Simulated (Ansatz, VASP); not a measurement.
**Cd: VASP beside Ansatz**

```
CELL_PARAMETERS angstrom
0.00000 2.08736 2.50483
2.08736 0.00000 2.50483
2.08736 2.08736 0.00000
ATOMIC_POSITIONS crystal
Cd 0.00000 0.00000 0.00000
```

Alike in both runs: task single point; functional PBEsol; k mesh 20 × 20 × 20; occupations gaussian, width 0.15 eV; no spin polarisation.

|  | VASP | Ansatz |
| --- | --- | --- |
| version | VASP 6.6.1 | Ansatz 0.2.0 |
| potentials or method | VASP PAW PBE potentials, release 64 (Cd) | scalar-relativistic, plane waves, PAW |
| plane-wave cutoff (eV) | 520 | 420 |
| valence electrons in the cell | 12 | 20 |

VASP gave:

| Property | Result |
| --- | --- |
| gap on the k mesh at the Fermi level (eV) | none |
| pressure (GPa) | -0.1 |
| largest component of the traceless stress (GPa) | 3.00 |

Task: Which values does Ansatz return?

Result: gap on the k mesh at the Fermi level (eV): none; pressure (GPa): -0.5; largest component of the traceless stress (GPa): 2.91.

A gap of «none» marks a metal or a gap that the smearing closes. The functional is the same, so the differences come from potentials, cutoffs and numerics. The two sets of potentials don't hold the same shells in valence.

Caveats: the PAW data sets were made with another functional, which shifts forces and pressure a little (VASP).
